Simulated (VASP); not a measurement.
## AgBr: band structure with HSE06

The system is AgBr.

```
Ag Br
1.0
     0.00000    2.87015    2.87015
     2.87015    0.00000    2.87015
     2.87015    2.87015    0.00000
Ag Br
1 1
Direct
  0.00000 0.00000 0.00000
  0.50000 0.50000 0.50000
```

- Program: VASP 6.6.1
- Task: band structure
- Functional: HSE06
- Potentials or basis: VASP PAW PBE potentials, release 64 (Ag, Br)
- Cutoff: 520 eV
- k mesh: 6 × 6 × 6
- Occupations: gaussian, width 0.02 eV
- Spin: no spin polarisation
- Ladder: free
- Grid for exact exchange (PRECFOCK): Fast
- Screening parameter: 0.2 1/A
- Further INCAR settings: ALGO = Normal; EDIFF = 1e-06

| Item | Value |
| --- | --- |
| Pressure | 1.9 GPa |
| Band gap on the k mesh | 2.02 eV, indirect (least direct gap 3.86 eV) |
| Band gap along the path | 2.02 eV, indirect (least direct gap 3.86 eV) |

Levels at the corners of the path, in eV from the valence-band top:
```csv
point,band 6,band 7,band 8,band 9,band 10,band 11,band 12,band 13
Γ,-3.32,-1.85,-1.85,-1.85,2.02,11.33,11.33,11.33
X,-2.92,-2.82,-2.82,-2.82,3.04,8.27,10.65,12.82
X,-2.92,-2.82,-2.82,-2.82,3.04,8.27,10.65,12.82
W,-2.91,-2.64,-2.64,-1.62,5.26,8.67,9.06,9.06
W,-2.91,-2.64,-2.64,-1.62,5.26,8.67,9.06,9.06
K,-2.97,-2.64,-2.33,-1.31,4.42,8.19,9.71,10.81
K,-2.97,-2.64,-2.33,-1.31,4.42,8.19,9.71,10.81
Γ,-3.32,-1.85,-1.85,-1.85,2.02,11.33,11.33,11.33
Γ,-3.32,-1.85,-1.85,-1.85,2.02,11.33,11.33,11.33
L,-3.02,-2.53,0.00,0.00,4.98,8.20,8.20,8.42
L,-3.02,-2.53,0.00,0.00,4.98,8.20,8.20,8.42
U,-2.97,-2.64,-2.33,-1.31,4.42,8.19,9.71,10.81
U,-2.97,-2.64,-2.33,-1.31,4.42,8.19,9.71,10.81
W,-2.91,-2.64,-2.64,-1.62,5.26,8.67,9.06,9.06
W,-2.91,-2.64,-2.64,-1.62,5.26,8.67,9.06,9.06
L,-3.02,-2.53,0.00,0.00,4.98,8.20,8.20,8.42
L,-3.02,-2.53,0.00,0.00,4.98,8.20,8.20,8.42
K,-2.97,-2.64,-2.33,-1.31,4.42,8.19,9.71,10.81
U,-2.97,-2.64,-2.33,-1.31,4.42,8.19,9.71,10.81
X,-2.92,-2.82,-2.82,-2.82,3.04,8.27,10.65,12.82
```

Wall time 12 min on 4 MPI ranks on Intel(R) Xeon(R) Platinum 8559C (Emerald Rapids), with other jobs on the host, peak memory 0.33 GiB a rank.

Caveat: the PAW data sets were made with another functional, which shifts forces and pressure a little.
